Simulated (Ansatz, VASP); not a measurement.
KMgF3: VASP beside Ansatz

```xyz
5
Lattice="4.0325 0.0000 0.0000 0.0000 4.0325 0.0000 0.0000 0.0000 4.0325" Properties=species:S:1:pos:R:3 pbc="T T T"
K     2.0163    2.0163    2.0163
Mg    0.0000    0.0000    0.0000
F     2.0163    0.0000    0.0000
F     0.0000    2.0163    0.0000
F     0.0000    0.0000    2.0163
```

Alike in both runs: task single point; functional LDA; k mesh 6 × 6 × 6; no spin polarisation.

|  | VASP | Ansatz |
| --- | --- | --- |
| version | VASP 6.6.1 | Ansatz 0.2.0 |
| potentials or method | VASP PAW LDA potentials, release 64 (K_sv, Mg, F) | scalar-relativistic, plane waves, PAW |
| plane-wave cutoff (eV) | 520 | 560 |
| occupations | gaussian, width 0.01 eV | fixed |
| valence electrons in the cell | 32 | 40 |

```csv
,VASP,Ansatz,Ansatz less VASP
gap on the k mesh at the Fermi level (eV),6.70,6.73,+0.027
least direct gap on the mesh (eV),7.02,7.05,+0.025
pressure (GPa),-7.3,-6.5,+0.77
```

The two sets of potentials don't hold the same shells in valence.

A k mesh can miss the band edges.
